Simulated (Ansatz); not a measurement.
Crystal: C.

```
C
1.0
     4.25517    0.00000    0.00000
     0.00000    4.25517    0.00000
     0.00000    0.00000    1.28229
C
1
Direct
  0.50000 0.50000 0.50000
```

The cell was built by a generator and needn't be a form met in nature.

```yaml
Program: Ansatz 0.2.0
Task: relaxation of cell and atoms
Functional: PBE
Potentials_or_basis: Ansatz PAW
Cutoff: "420 eV (not typed: the program's choice for these potentials)"
k_mesh: 6 × 6 × 20
Occupations: fermi-dirac, width 0.05 eV
Spin: no spin polarisation
```

At the start: volume 23.22 Å³/atom.

Question: How do energy, volume and symmetry change on relaxing?

Answer: It ends after 14 steps and the volume is 15.75 Å³/atom (-32.2 %); space group P4/mmm (No. 123, to 0.05 Å).

The path:
```
step  energy change (eV)  largest force (eV/Å)  volume (Å³)
   1              0.0000                0.0000        23.22
   2             -0.0015                0.0000        22.91
   3             -0.0088                0.0000        20.94
   4             -0.0167                0.0000        18.87
   5             -0.0240                0.0000        16.85
   6             -0.0251                0.0000        16.37
   7             -0.0250                0.0000        16.44
   8             -0.0247                0.0000        16.56
   9             -0.0217                0.0000        16.56
  10             -0.0238                0.0000        15.98
  11             -0.0227                0.0000        15.98
  12             -0.0231                0.0000        15.82
  13             -0.0233                0.0000        15.75
  14             -0.0228                0.0000        15.75
```

Final structure:
```
C
1.0
     3.50199    0.00000    0.00000
     0.00000    3.50199    0.00000
     0.00000    0.00000    1.28390
C
1
Direct
  0.50000 0.50000 0.50000
```

Caveat: the volume moved by over 15 % at a fixed basis, so the end points are rough; the plane-wave basis is chosen anew once the cell has moved, so the energies of steps on either side of that aren't comparable; the pressure holds a Pulay correction of +0.4 GPa for the finite cutoff.
